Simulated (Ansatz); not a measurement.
# Fe: relaxation of cell and atoms with PBE+D3(BJ)

Fe:

```xyz
2
Lattice="2.4342 0.0000 0.0000 -1.2171 2.1080 0.0000 0.0000 0.0000 3.8419" Properties=species:S:1:pos:R:3 pbc="T T T"
Fe    1.2171    0.7027    2.8815
Fe    0.0000    1.4054    0.9605
```

This isn't the form of Fe at room conditions, which is bcc.

```json
{"Program": "Ansatz 0.2.0", "Task": "relaxation of cell and atoms", "Functional": "PBE", "Dispersion": "D3(BJ)", "Potentials or basis": "Ansatz PAW", "Cutoff": "420 eV (not typed: the program's choice for these potentials)", "k mesh": "12 × 12 × 7", "Occupations": "fermi-dirac, width 0.05 eV", "Spin": "collinear spin, ferromagnetic start", "Starting moments": "[3.0, 3.0] μB"}
```

- Relaxed volume: 9.97 Å³/atom
- Relaxed cell: a = 2.440 Å, b = 2.440 Å, c = 3.868 Å, α = 90.00°, β = 90.00°, γ = 120.00°
- Space group after relaxing (to 0.05 Å): P6_3/mmc (No. 194)
- Energy gained by relaxing: 1.5 meV/atom
- Ionic steps: 5
- Pressure after relaxing: 0.0 GPa
- Net moment: 0.00 μB per cell
- Absolute moment: 0.00 μB per cell

The path:
| step | energy change (eV) | largest force (eV/Å) | volume (Å³) |
| --- | --- | --- | --- |
| 1 | 0.0000 | 0.0000 | 19.71 |
| 2 | -0.0023 | 0.0000 | 19.84 |
| 3 | -0.0029 | 0.0000 | 19.95 |
| 4 | -0.0029 | 0.0000 | 19.95 |
| 5 | -0.0031 | 0.0000 | 19.95 |

Final structure:
```xyz
2
Lattice="2.4404 0.0000 0.0000 -1.2202 2.1134 0.0000 0.0000 0.0000 3.8676" Properties=species:S:1:pos:R:3 pbc="T T T"
Fe    1.2202    0.7045    2.9007
Fe    0.0000    1.4090    0.9669
```

It took 14 s on 2 threads of Arm Neoverse V1 (shared host), peak memory 0.33 GiB.

Caveat: the starting moments collapsed, and a magnetic state may lie lower; the plane-wave basis is chosen anew once the cell has moved, so the energies of steps on either side of that aren't comparable; the starting moments weren't kept.
